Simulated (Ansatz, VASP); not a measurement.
# GaAs in two plane-wave programs

Wanted: the spread between two codes on one cell, functional and k mesh. The cell is taken from a series of runs on this material, whose earlier steps may have relaxed, scaled, displaced or heated it; both programs get it as it stands.

Main program and level: Ansatz 0.2.0; plane waves, with VASP 6.6.1 beside it; relaxation of cell and atoms at PBEsol.

## 1. The starting structure

The structure is cubic, space group F-43m (No. 216). The conventional cell has a = 5.653 Å, b = 5.653 Å, c = 5.653 Å, α = 90.00°, β = 90.00°, γ = 90.00°. Nearest to As lie 4 Ga at 2.45 Å. Nearest to Ga lie 4 As at 2.45 Å. Farther neighbours are not listed.

Structure file:

```cif
data_structure
_symmetry_space_group_name_H-M 'P 1'
_symmetry_Int_Tables_number 1
_cell_length_a 7.9945
_cell_length_b 7.9945
_cell_length_c 7.9945
_cell_angle_alpha 60.000
_cell_angle_beta 60.000
_cell_angle_gamma 60.000
_cell_volume 361.30
loop_
_atom_site_label
_atom_site_type_symbol
_atom_site_fract_x
_atom_site_fract_y
_atom_site_fract_z
_atom_site_occupancy
As1 As 0.37500 0.37500 0.37500 1
As2 As 0.37500 0.37500 0.87500 1
As3 As 0.37500 0.87500 0.37500 1
As4 As 0.37500 0.87500 0.87500 1
As5 As 0.87500 0.37500 0.37500 1
As6 As 0.87500 0.37500 0.87500 1
As7 As 0.87500 0.87500 0.37500 1
As8 As 0.87500 0.87500 0.87500 1
Ga9 Ga 0.00000 0.00000 0.00000 1
Ga10 Ga 0.00000 0.00000 0.50000 1
Ga11 Ga 0.00000 0.50000 0.00000 1
Ga12 Ga 0.00000 0.50000 0.50000 1
Ga13 Ga 0.50000 0.00000 0.00000 1
Ga14 Ga 0.50000 0.00000 0.50000 1
Ga15 Ga 0.50000 0.50000 0.00000 1
Ga16 Ga 0.50000 0.50000 0.50000 1
```

## 2. VASP: relaxation of cell and atoms, PBEsol

The relaxed volume is the usual yardstick between codes: in a stiff, nearly cubic crystal its relative difference is about their pressure difference at one cell divided by the bulk modulus.

Lines of VASP's logs that name or quote its potential files are left out, and so is its time.

INCAR reads:

```
SYSTEM = GaAs
PREC = Accurate
ENCUT = 500
EDIFF = 1E-07
NELM = 120
ISMEAR = -1
SIGMA = 0.02
LREAL = .FALSE.
ALGO = Normal
GGA = PS
NBANDS = 89
LORBIT = 11
LWAVE = .FALSE.
LCHARG = .FALSE.
ISIF = 3
IBRION = 2
NSW = 80
EDIFFG = -0.005
LASPH = .TRUE.
GGA_COMPAT = .FALSE.
NELMIN = 4
EFERMI = MIDGAP
KPAR = 4
```

POSCAR reads:

```
GaAs
1.0
    0.0000000000      5.6530000000      5.6530000000
    5.6530000000      0.0000000000      5.6530000000
    5.6530000000      5.6530000000      0.0000000000
As Ga
8 8
Direct
    0.3750000000      0.3750000000      0.3750000000
    0.3750000000      0.3750000000      0.8750000000
    0.3750000000      0.8750000000      0.3750000000
    0.3750000000      0.8750000000      0.8750000000
    0.8750000000      0.3750000000      0.3750000000
    0.8750000000      0.3750000000      0.8750000000
    0.8750000000      0.8750000000      0.3750000000
    0.8750000000      0.8750000000      0.8750000000
    0.0000000000      0.0000000000      0.0000000000
    0.0000000000      0.0000000000      0.5000000000
    0.0000000000      0.5000000000      0.0000000000
    0.0000000000      0.5000000000      0.5000000000
    0.5000000000      0.0000000000      0.0000000000
    0.5000000000      0.0000000000      0.5000000000
    0.5000000000      0.5000000000      0.0000000000
    0.5000000000      0.5000000000      0.5000000000
```

KPOINTS reads:

```
Automatic mesh
0
Gamma
4 4 4
0 0 0
```

PAW data sets: As and Ga_d (PBE family, release 64).

Run with:

```
$ mpirun -np 4 vasp_std
```

Numbers of over 12 decimals in the logs are rounded to 6 here.

Log:

```text
[banner, memory and clock lines left out]
running    4 mpi-ranks, on    1 nodes
 distrk:  each k-point on    1 cores,    4 groups
 distr:  one band on    1 cores,    1 groups

 POSCAR found type information on POSCAR AsGa
 POSCAR found :  2 types and      16 ions
|                                                                             |
|               ----> ADVICE to this user running VASP <----                  |
|                                                                             |
|     You enforced a specific xc type in the INCAR file but a different       |
|     [... a line on the potential file left out ...]
|     I HOPE YOU KNOW WHAT YOU ARE DOING!                                     |
|                                                                             |

 LDA part: xc-table for (Slater+PW92), standard interpolation
 POSCAR, INCAR and KPOINTS ok, starting setup
 FFT: planning ... GRIDC
 FFT: planning ... GRID_SOFT
 FFT: planning ... GRID
 WAVECAR not read
 entering main loop
       N       E                     dE             d eps       ncg     rms          rms(c)
DAV:   1     0.150055091812E+04    0.15006E+04   -0.60126E+04  1569   0.226E+03
DAV:   2     0.258947128414E+03   -0.12416E+04   -0.11899E+04  1448   0.665E+02
DAV:   3    -0.443880368670E+02   -0.30334E+03   -0.28380E+03  1767   0.210E+02
DAV:   4    -0.724097180351E+02   -0.28022E+02   -0.27384E+02  1612   0.611E+01
DAV:   5    -0.742710449395E+02   -0.18613E+01   -0.18513E+01  1984   0.166E+01    0.857E+00
DAV:   6    -0.729432818743E+02    0.13278E+01   -0.24710E+00  2040   0.134E+01    0.473E+00
DAV:   7    -0.727010115953E+02    0.24227E+00   -0.11323E+00  1734   0.349E+00    0.133E+00
DAV:   8    -0.726966821957E+02    0.43294E-02   -0.23312E-01  1652   0.367E+00    0.352E-01
DAV:   9    -0.726971069099E+02   -0.42471E-03   -0.35234E-02  1742   0.168E+00    0.131E-01
DAV:  10    -0.726974890652E+02   -0.38216E-03   -0.74081E-03  1711   0.476E-01    0.711E-02
DAV:  11    -0.726979241222E+02   -0.43506E-03   -0.16134E-03  1837   0.179E-01    0.737E-02
DAV:  12    -0.726977807627E+02    0.14336E-03   -0.44077E-04  1838   0.134E-01    0.115E-02
DAV:  13    -0.726977899230E+02   -0.91603E-05   -0.95008E-05  1813   0.307E-02    0.160E-02
DAV:  14    -0.726977927552E+02   -0.28322E-05   -0.17978E-05  1942   0.215E-02    0.201E-02
DAV:  15    -0.726977948724E+02   -0.21172E-05   -0.30752E-06  1606   0.921E-03    0.291E-02
DAV:  16    -0.726977983464E+02   -0.34741E-05   -0.18704E-06  1395   0.446E-03    0.383E-02
DAV:  17    -0.726977993849E+02   -0.10384E-05   -0.34615E-07  1182   0.185E-03    0.420E-02
DAV:  18    -0.726977949929E+02    0.43920E-05   -0.19207E-06  1355   0.416E-03    0.296E-02
DAV:  19    -0.726977921620E+02    0.28309E-05   -0.19547E-06  1461   0.322E-03    0.175E-02
DAV:  20    -0.726977902083E+02    0.19537E-05   -0.17027E-06  1394   0.317E-03    0.516E-03
DAV:  21    -0.726977899031E+02    0.30520E-06   -0.28545E-07  1205   0.168E-03    0.210E-03
DAV:  22    -0.726977897911E+02    0.11194E-06   -0.89835E-08   874   0.111E-03    0.693E-04
DAV:  23    -0.726977897502E+02    0.40902E-07   -0.39957E-08   821   0.826E-04
   1 F= -.72697790E+02 E0= -.72697790E+02  d E =-.726978E+02
 curvature:   0.00 expect dE= 0.000E+00 dE for cont linesearch  0.000E+00
 trial: gam= 0.00000 g(F)=  0.402E-44 g(S)=  0.586E-02 ort = 0.000E+00 (trialstep = 0.100E+01)
 search vector abs. value=  0.586E-02
 bond charge predicted
       N       E                     dE             d eps       ncg     rms          rms(c)
DAV:   1    -0.727604968205E+02   -0.62707E-01   -0.90020E-01  1881   0.804E+00    0.144E+00
DAV:   2    -0.727137569876E+02    0.46740E-01   -0.12160E-01  1815   0.315E+00    0.681E-01
DAV:   3    -0.727006212374E+02    0.13136E-01   -0.22689E-02  1949   0.118E+00    0.126E-01
DAV:   4    -0.726995592938E+02    0.10619E-02   -0.43377E-03  1628   0.454E-01    0.639E-02
DAV:   5    -0.726995248195E+02    0.34474E-04   -0.28896E-04  1958   0.734E-02    0.621E-02
DAV:   6    -0.726995071478E+02    0.17672E-04   -0.15991E-04  1836   0.812E-02    0.337E-02
DAV:   7    -0.726994725321E+02    0.34616E-04   -0.39566E-05  1722   0.554E-02    0.124E-02
DAV:   8    -0.726994722357E+02    0.29640E-06   -0.65411E-06  1692   0.110E-02    0.637E-03
DAV:   9    -0.726994721662E+02    0.69584E-07   -0.11755E-06  1818   0.524E-03    0.171E-03
DAV:  10    -0.726994721217E+02    0.44478E-07   -0.19662E-07   936   0.345E-03
   2 F= -.72699472E+02 E0= -.72699472E+02  d E =-.168237E-02
 trial-energy change:   -0.001682  1 .order   -0.001596   -0.005864    0.002671
 step:   0.6997(harm=  0.6870)  dis= 0.00000  next Energy=   -72.699871 (dE=-0.208E-02)
 bond charge predicted
       N       E                     dE             d eps       ncg     rms          rms(c)
DAV:   1    -0.727053370220E+02   -0.58649E-02   -0.80449E-02  1881   0.238E+00    0.435E-01
DAV:   2    -0.727011005572E+02    0.42365E-02   -0.11189E-02  1831   0.981E-01    0.204E-01
DAV:   3    -0.726999355932E+02    0.11650E-02   -0.19448E-03  1917   0.344E-01    0.391E-02
DAV:   4    -0.726998457157E+02    0.89878E-04   -0.42516E-04  1667   0.142E-01    0.192E-02
DAV:   5    -0.726998448274E+02    0.88823E-06   -0.25756E-05  1925   0.215E-02    0.196E-02
DAV:   6    -0.726998449820E+02   -0.15456E-06   -0.79475E-06  2048   0.212E-02    0.112E-02
DAV:   7    -0.726998426781E+02    0.23039E-05   -0.26455E-06  1665   0.145E-02    0.694E-03
DAV:   8    -0.726998425874E+02    0.90673E-07   -0.72581E-07  1365   0.377E-03
   3 F= -.72699843E+02 E0= -.72699842E+02  d E =-.205284E-02
 curvature:  -0.34 expect dE=-0.105E-05 dE for cont linesearch -0.105E-05
 trial: gam= 0.00000 g(F)=  0.131E-44 g(S)=  0.307E-05 ort =-0.134E-03 (trialstep = 0.940E+00)
 search vector abs. value=  0.307E-05
 reached required accuracy - stopping structural energy minimisation
```

OUTCAR, selected parts (step 2):

```text
ion  position               nearest neighbor table
   1  0.375  0.375  0.375-  16 2.45  14 2.45  15 2.45  12 2.45
   2  0.375  0.375  0.875-  15 2.45  13 2.45  11 2.45  16 2.45
   3  0.375  0.875  0.375-  14 2.45  13 2.45  10 2.45  16 2.45
   4  0.375  0.875  0.875-  13 2.45   9 2.45  14 2.45  15 2.45
   5  0.875  0.375  0.375-  12 2.45  11 2.45  10 2.45  16 2.45
   6  0.875  0.375  0.875-  11 2.45   9 2.45  12 2.45  15 2.45
   7  0.875  0.875  0.375-  10 2.45   9 2.45  12 2.45  14 2.45
   8  0.875  0.875  0.875-   9 2.45  10 2.45  11 2.45  13 2.45
   9  0.000  0.000  0.000-   8 2.45   6 2.45   7 2.45   4 2.45
  10  0.000  0.000  0.500-   7 2.45   5 2.45   3 2.45   8 2.45
  11  0.000  0.500  0.000-   6 2.45   5 2.45   2 2.45   8 2.45
  12  0.000  0.500  0.500-   5 2.45   1 2.45   6 2.45   7 2.45
  13  0.500  0.000  0.000-   4 2.45   3 2.45   2 2.45   8 2.45
  14  0.500  0.000  0.500-   3 2.45   1 2.45   4 2.45   7 2.45
  15  0.500  0.500  0.000-   2 2.45   1 2.45   4 2.45   6 2.45
  16  0.500  0.500  0.500-   1 2.45   2 2.45   3 2.45   5 2.45

  LATTYP: Found a face centered cubic cell.
 ALAT       =    11.3060000000

 Subroutine GETGRP returns: Found 24 space group operations
 (whereof 24 operations were pure point group operations)

The static configuration has the point symmetry T_d .

 Found      8 irreducible k-points:

   k-points           NKPTS =      8   k-points in BZ     NKDIM =      8   number of bands    NBANDS=     89

   dimension x,y,z NGX =    60 NGY =   60 NGZ =   60
   dimension x,y,z NGXF=   120 NGYF=  120 NGZF=  120

   ENCUT  =  500.0 eV  36.75 Ry    6.06 a.u.  14.58 14.58 14.58*2*pi/ulx,y,z

   NELECT =     144.0000    total number of electrons

 k-points in reciprocal lattice and weights: Automatic mesh
   0.00000000  0.00000000  0.00000000       0.016
   0.25000000  0.00000000  0.00000000       0.125
   0.50000000  0.00000000  0.00000000       0.062
   0.25000000  0.25000000  0.00000000       0.094
   0.50000000  0.25000000  0.00000000       0.375
  -0.25000000  0.25000000  0.00000000       0.188
   0.50000000  0.50000000  0.00000000       0.047
  -0.25000000  0.50000000  0.25000000       0.094

 average (electrostatic) potential at core
       1 -50.2507       2 -50.2507       3 -50.2507       4 -50.2507       5 -50.2507
       6 -50.2507       7 -50.2507       8 -50.2507       9 -66.2658      10 -66.2658
      11 -66.2658      12 -66.2658      13 -66.2658      14 -66.2658      15 -66.2658
      16 -66.2658

 E-fermi :   3.9829

 k-point     1 :       0.0000    0.0000    0.0000
  band No.  band energies     occupation
    ...
     68       2.6203      2.00000
     69       2.6203      2.00000
     70       3.7618      1.99997
     71       3.7618      1.99997
     72       3.7618      1.99997
     73       4.1820      0.00010
     74       4.6767      0.00000
     75       4.6767      0.00000
     76       4.6767      0.00000
     77       4.6767      0.00000
    ...

 k-point     2 :       0.2500    0.0000    0.0000
  band No.  band energies     occupation
    ...
     68       2.3119      2.00000
     69       2.7425      2.00000
     70       2.7425      2.00000
     71       3.5249      2.00000
     72       3.5249      2.00000
     73       4.8018      0.00000
     74       5.2831      0.00000
     75       5.3730      0.00000
     76       5.3730      0.00000
     77       5.3730      0.00000
    ...

 k-point     3 :       0.5000    0.0000    0.0000
  band No.  band energies     occupation
    ...
     68       1.7194      2.00000
     69       3.0827      2.00000
     70       3.0827      2.00000
     71       3.0827      2.00000
     72       3.0827      2.00000
     73       5.1329      0.00000
     74       5.1329      0.00000
     75       5.8787      0.00000
     76       5.8787      0.00000
     77       5.8787      0.00000
    ...

  Total       -0.0184185     -0.0184185     -0.0184185     -0.0000000      0.0000000      0.0000000
  in kB       -0.0812620     -0.0812620     -0.0812620     -0.0000000      0.0000000      0.0000000
  external PRESSURE =      -0.0812620 kB  Pullay stress =       0.0000000 kB

  energy-cutoff  :      500.00
  volume of cell :      363.14
      direct lattice vectors                 reciprocal lattice vectors
    -0.000000000  5.662602942  5.662602942    -0.088298616  0.088298616  0.088298616
     5.662602942 -0.000000000  5.662602942     0.088298616 -0.088298616  0.088298616
     5.662602942  5.662602942 -0.000000000     0.088298616  0.088298616 -0.088298616

 POSITION                                       TOTAL-FORCE (eV/Angst)
 -----------------------------------------------------------------------------------
      4.24695      4.24695      4.24695        -0.000000      0.000000     -0.000000
      7.07825      7.07825      4.24695         0.000000      0.000000     -0.000000
      7.07825      4.24695      7.07825         0.000000      0.000000     -0.000000
      9.90956      7.07825      7.07825         0.000000      0.000000     -0.000000
      4.24695      7.07825      7.07825         0.000000      0.000000     -0.000000
      7.07825      9.90956      7.07825         0.000000      0.000000     -0.000000
      7.07825      7.07825      9.90956         0.000000      0.000000     -0.000000
      9.90956      9.90956      9.90956         0.000000      0.000000     -0.000000
      0.00000      0.00000      0.00000        -0.000000     -0.000000      0.000000
      2.83130      2.83130     -0.00000         0.000000     -0.000000      0.000000
      2.83130     -0.00000      2.83130        -0.000000     -0.000000      0.000000
      5.66260      2.83130      2.83130        -0.000000     -0.000000      0.000000
     -0.00000      2.83130      2.83130        -0.000000     -0.000000      0.000000
      2.83130      5.66260      2.83130        -0.000000     -0.000000      0.000000
      2.83130      2.83130      5.66260        -0.000000     -0.000000      0.000000
      5.66260      5.66260      5.66260        -0.000000     -0.000000      0.000000
 -----------------------------------------------------------------------------------
    total drift:                                0.000001      0.000001      0.000000

  FREE ENERGIE OF THE ION-ELECTRON SYSTEM (eV)
  ---------------------------------------------------
  free  energy   TOTEN  =       -72.6998425874 eV

  energy  without entropy=      -72.6998419039  energy(sigma->0) =      -72.69984225

 reached required accuracy - stopping structural energy minimisation

 total charge
# of ion       s       p       d       tot
------------------------------------------
    1        1.212   1.587   0.031   2.830
    2        1.212   1.587   0.031   2.830
    3        1.212   1.587   0.031   2.830
    4        1.212   1.587   0.031   2.830
    5        1.212   1.587   0.031   2.830
    6        1.212   1.587   0.031   2.830
    7        1.212   1.587   0.031   2.830
    8        1.212   1.587   0.031   2.830
    9        0.883   0.799   9.993  11.675
   10        0.883   0.799   9.993  11.675
   11        0.883   0.799   9.993  11.675
   12        0.883   0.799   9.993  11.675
   13        0.883   0.799   9.993  11.675
   14        0.883   0.799   9.993  11.675
   15        0.883   0.799   9.993  11.675
   16        0.883   0.799   9.993  11.675
--------------------------------------------------
tot         16.758  19.088  80.195 116.041

[... 3 further parts left out ...]
```

The run keeps the 24 symmetry operations of its start, so it cannot find a distortion of lower symmetry.

(Part 1 of 2 ends here.)

[Lines on the potential files, build, host, timing and source positions are cut from VASP's logs without a mark.]

[Logs are printed without paths, hosts, clocks, repeated set-up lines and the standing remarks that a program may print on its own settings, such as how far it seeks lower states.]

[Hosts, paths, dates, database ids (printed as entryN), source tags and the programs' standing remarks are cut or masked in the printed files.]
